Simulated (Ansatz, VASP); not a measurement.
## Cross-check of Si18N23 (V_N) between VASP and Ansatz

One calculation is typed for both programs; each brings its own data sets. How far apart do they land? The cell is taken from a series of runs on this material, whose earlier steps may have relaxed, scaled, displaced or heated it; both programs get it as it stands.

Method: plane waves, with VASP 6.6.1 beside it; single point at HSE06, in Ansatz 0.2.0.

**1. Starting point**

The cell holds 41 atoms: 18 Si and 23 N. Cell: a = 7.624 Å, b = 7.624 Å, c = 8.731 Å, α = 90.0°, β = 90.0°, γ = 120.0°. It derives from Si3N4 (Si3N4 (P6_3/m)). Nearest the centre at fractional (0.670, 0.700, 0.417): Si11 at 1.72 Å, Si5 at 1.73 Å, Si9 at 1.84 Å, N28 at 2.77 Å, N33 at 2.77 Å, N26 at 2.78 Å, N29 at 2.79 Å, N21 at 2.79 Å. The cell carries charge +1.

Coordinates:

```cif
data_structure
_symmetry_space_group_name_H-M 'P 1'
_symmetry_Int_Tables_number 1
_cell_length_a 7.6245
_cell_length_b 7.6245
_cell_length_c 8.7308
_cell_angle_alpha 90.000
_cell_angle_beta 90.000
_cell_angle_gamma 120.000
_cell_volume 439.54
loop_
_atom_site_label
_atom_site_type_symbol
_atom_site_fract_x
_atom_site_fract_y
_atom_site_fract_z
_atom_site_occupancy
Si1 Si 0.23528 0.83028 0.24979 1
Si2 Si 0.40695 0.23353 0.08289 1
Si3 Si 0.82434 0.59070 0.08228 1
Si4 Si 0.17204 0.40532 0.24947 1
Si5 Si 0.59099 0.76428 0.25133 1
Si6 Si 0.76724 0.17044 0.08260 1
Si7 Si 0.23554 0.83038 0.58290 1
Si8 Si 0.40284 0.23240 0.41644 1
Si9 Si 0.83354 0.58650 0.41654 1
Si10 Si 0.17203 0.40529 0.58322 1
Si11 Si 0.59126 0.76414 0.58150 1
Si12 Si 0.76619 0.17249 0.41636 1
Si13 Si 0.23243 0.82698 0.91635 1
Si14 Si 0.40711 0.23361 0.74993 1
Si15 Si 0.82454 0.59079 0.75048 1
Si16 Si 0.17353 0.40623 0.91634 1
Si17 Si 0.59098 0.76443 0.91642 1
Si18 Si 0.76723 0.17046 0.75009 1
N19 N 0.33238 0.66638 0.25168 1
N20 N 0.66664 0.33022 0.08460 1
N21 N 0.96922 0.67372 0.25063 1
N22 N 0.30028 0.97160 0.08325 1
N23 N 0.66725 0.69520 0.08472 1
N24 N 0.33281 0.30522 0.25022 1
N25 N 0.02926 0.33052 0.08330 1
N26 N 0.70180 0.02559 0.25184 1
N27 N 0.33253 0.66633 0.58076 1
N28 N 0.66333 0.33304 0.41651 1
N29 N 0.96950 0.67403 0.58233 1
N30 N 0.30148 0.97273 0.41637 1
N31 N 0.33280 0.30520 0.58256 1
N32 N 0.02786 0.33315 0.41637 1
N33 N 0.70181 0.02562 0.58075 1
N34 N 0.33209 0.66662 0.91625 1
N35 N 0.66681 0.33040 0.74804 1
N36 N 0.96915 0.66894 0.91639 1
N37 N 0.30068 0.97171 0.74953 1
N38 N 0.66746 0.69530 0.74817 1
N39 N 0.33138 0.30222 0.91638 1
N40 N 0.02929 0.33058 0.74942 1
N41 N 0.70020 0.02601 0.91633 1
```

**2. VASP: single point, HSE06**

With cell and atoms fixed, the geometry can't cause a difference; cores, projectors, grids and the points listed under the comparison can.

Lines of VASP's logs that name or quote its potential files are left out, and so is its time.

The run reads the wave functions of an earlier VASP run, which isn't shown here.

INCAR

```
SYSTEM = Si18N23
PREC = Accurate
ENCUT = 520
EDIFF = 1E-06
NELM = 100
ISMEAR = 0
SIGMA = 0.01
LREAL = Auto
ALGO = Normal
LHFCALC = .TRUE.
AEXX = 0.25
GGA = PE
HFSCREEN = 0.208
LASPH = .TRUE.
NELECT = 186
NBANDS = 121
PRECFOCK = Fast
LORBIT = 11
LWAVE = .FALSE.
LCHARG = .FALSE.
ISIF = 2
```

POSCAR

```
Si18N23
1.0
    7.6244572548      0.0000000000      0.0000000000
   -3.8122286274      6.6029736727      0.0000000000
    0.0000000000      0.0000000000      8.7307673276
Si N
18 23
Direct
    0.2352843316      0.8302764718      0.2497892206
    0.4069472960      0.2335276811      0.0828948112
    0.8243400532      0.5907027986      0.0822786866
    0.1720424363      0.4053158241      0.2494702345
    0.5909923974      0.7642806255      0.2513268479
    0.7672359956      0.1704431335      0.0826037220
    0.2355360019      0.8303792740      0.5829012650
    0.4028438528      0.2323976008      0.4164426585
    0.8335444202      0.5864971999      0.4165402819
    0.1720342014      0.4052921770      0.5832169904
    0.5912594100      0.7641367659      0.5814958874
    0.7661901902      0.1724924644      0.4163639966
    0.2324326614      0.8269765619      0.9163464446
    0.4071058540      0.2336073597      0.7499282281
    0.8245374502      0.5907890125      0.7504777770
    0.1735285788      0.4062273190      0.9163396368
    0.5909777052      0.7644314143      0.9164199966
    0.7672269212      0.1704593197      0.7500876256
    0.3323773283      0.6663823109      0.2516770365
    0.6666388881      0.3302216997      0.0845982492
    0.9692157996      0.6737235282      0.2506250969
    0.3002833820      0.9716022618      0.0832461959
    0.6672520396      0.6952003378      0.0847174345
    0.3328055588      0.3052191590      0.2502212127
    0.0292573026      0.3305150158      0.0832963279
    0.7018031783      0.0255947494      0.2518383889
    0.3325325645      0.6663286220      0.5807602005
    0.6633294167      0.3330407193      0.4165099056
    0.9695003792      0.6740344061      0.5823339762
    0.3014840044      0.9727269720      0.4163694063
    0.3328034361      0.3051966464      0.5825647587
    0.0278552497      0.3331537641      0.4163697918
    0.7018081904      0.0256229803      0.5807482692
    0.3320935465      0.6666206243      0.9162502610
    0.6668116198      0.3303993070      0.7480384512
    0.9691462167      0.6689434276      0.9163875440
    0.3006783675      0.9717050422      0.7495262112
    0.6674646894      0.6952983370      0.7481658304
    0.3313764157      0.3022172105      0.9163756548
    0.0292938032      0.3305794557      0.7494248599
    0.7002046217      0.0260146920      0.9163321772
```

KPOINTS

```
Automatic mesh
0
Gamma
1 1 1
0 0 0
```

PAW data sets: Si and N (PBE family, release 64).

Run with:

```sh
export OMP_NUM_THREADS=3
mpirun -np 1 vasp_gam
```

Numbers of over 12 decimals in the logs are rounded to 6 here.

The program printed:

```text
[banner, memory and clock lines left out]
running    1 mpi-ranks, on    1 nodes
[...]
Offloading initialized ...    1 GPUs detected
[...]
LDA part: xc-table for (Slater+PW92), standard interpolation
 found WAVECAR, reading the header
 POSCAR, INCAR and KPOINTS ok, starting setup
[...]
reading WAVECAR
 the WAVECAR file was read successfully
 initial charge from wavefunction
 entering main loop
       N       E                     dE             d eps       ncg     rms          rms(c)
DAV:   1    -0.403149935888E+03   -0.40315E+03   -0.65527E+00   276   0.846E+00    0.120E+01
DAV:   2    -0.403198838788E+03   -0.48903E-01   -0.23218E-01   284   0.141E+00    0.879E+00
DAV:   3    -0.403184564374E+03    0.14274E-01   -0.12349E-02   292   0.333E-01    0.523E+00
DAV:   4    -0.403179918234E+03    0.46461E-02   -0.53657E-03   268   0.193E-01    0.300E+00
[...]
DAV:   9    -0.403178119793E+03    0.10446E-04   -0.69242E-06   284   0.898E-03    0.179E-01
DAV:  10    -0.403178117625E+03    0.21679E-05   -0.24408E-06   196   0.561E-03    0.103E-01
DAV:  11    -0.403178117749E+03   -0.12379E-06   -0.12171E-06   172   0.382E-03
   1 F= -.40317812E+03 E0= -.40317812E+03  d E =-.251022E-11
```

Parts of OUTCAR (step 2):

```text
  Total      -28.0197237    -24.4322234    -17.9248125      2.0218673     -0.0350005      0.0096819
  in kB     -102.1347469    -89.0579429    -65.3377674      7.3699124     -0.1275804      0.0352914
  external PRESSURE =     -85.5101524 kB  Pullay stress =       0.0000000 kB

 POSITION                                       TOTAL-FORCE (eV/Angst)
 -----------------------------------------------------------------------------------
     -1.37129      5.48229      2.18085        -0.321898     -0.130282     -0.040075
      2.21249      1.54198      0.72374        -0.129420     -0.075803     -0.034957
      4.03325      3.90040      0.71836         0.037000      0.114489     -0.036227
     -0.23343      2.67629      2.17807         0.003506     -0.141654     -0.000475
      1.59238      5.04652      2.19428        -0.115714      0.087817     -0.370403
      5.19999      1.12543      0.72119         0.311157      0.204188     -0.119651
     -1.36976      5.48297      5.08918        -0.305585     -0.133166      0.060194
      2.18551      1.53452      3.63586        -0.138194     -0.048367     -0.014273
      4.11946      3.87263      3.63672         0.327384     -0.032150     -0.010383
     -0.23340      2.67613      5.09193         0.011183     -0.133672      0.010026
      1.59497      5.04557      5.07691        -0.150749      0.114413      0.345575
      5.18420      1.13896      3.63518         0.302722      0.026582     -0.010150
     -1.38045      5.46050      8.00041        -0.283965     -0.096325      0.003293
      2.21340      1.54250      6.54745        -0.136981     -0.073125      0.023232
[...]
-----------------------------------------------------------------------------------
    total drift:                                0.004113      0.001971      0.003606

  FREE ENERGIE OF THE ION-ELECTRON SYSTEM (eV)
  ---------------------------------------------------
  free  energy   TOTEN  =      -403.1781177489 eV

  energy  without entropy=     -403.1781177489  energy(sigma->0) =     -403.17811775

[... 3 further parts left out ...]
[key lines of the parts left out:]
E-fermi :   5.4363
```

The run ends at a pressure of -8.55 GPa, with forces up to 0.57 eV/Å.

(Part 1 of 2 ends here.)

[Lines on the potential files, build, host, timing and source positions are cut from VASP's logs without a mark.]

[Logs are printed without paths, hosts, clocks, repeated set-up lines and the standing remarks that a program may print on its own settings, such as how far it seeks lower states.]

[Hosts, paths, dates, database ids (printed as entryN), source tags and the programs' standing remarks are cut or masked in the printed files.]
